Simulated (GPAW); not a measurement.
## Sb in GPAW: the effect of functional

Crystal: Sb.

```
Sb
1.0
    -1.87134    1.87134    1.87134
     1.87134   -1.87134    1.87134
     1.87134    1.87134   -1.87134
Sb
1
Direct
  0.00000 0.00000 0.00000
```

This isn't the form of Sb at room conditions, which is rhombohedral.

Alike in all runs:

| Quantity | Value |
| --- | --- |
| Program | GPAW 26.7.0 |
| Task | band structure |
| Cutoff | 600 eV |
| Basis | pw |
| k mesh | 10 × 10 × 10 |
| Occupations | fermi-dirac, width 0.05 eV |
| Spin | no spin polarisation |

One run gave: pressure -1.6 GPa. Which functional did it use?
A. revPBE
B. RPBE
C. LDA
D. BLYP
E. PBEsol

C.

```tsv
functional	potentials or basis	pressure (GPa)
LDA	the program's PAW data sets (release 1.2.1) made for this functional	-1.6
PBEsol	PAW data sets generated in the run's folder for this functional	-0.4
RPBE	the program's PAW data sets (release 1.2.1) made for this functional	4.2
revPBE	the program's PAW data sets (release 1.2.1) made for this functional	3.8
BLYP	PAW data sets generated in the run's folder for this functional	8.6
r2SCAN	GPAW PAW data sets (gpaw-data 1.2.1)	2.3
```

Caveats: the PAW data sets were made with another functional, which shifts forces and pressure a little (some runs).

Runs at the PBE level aren't shown here.
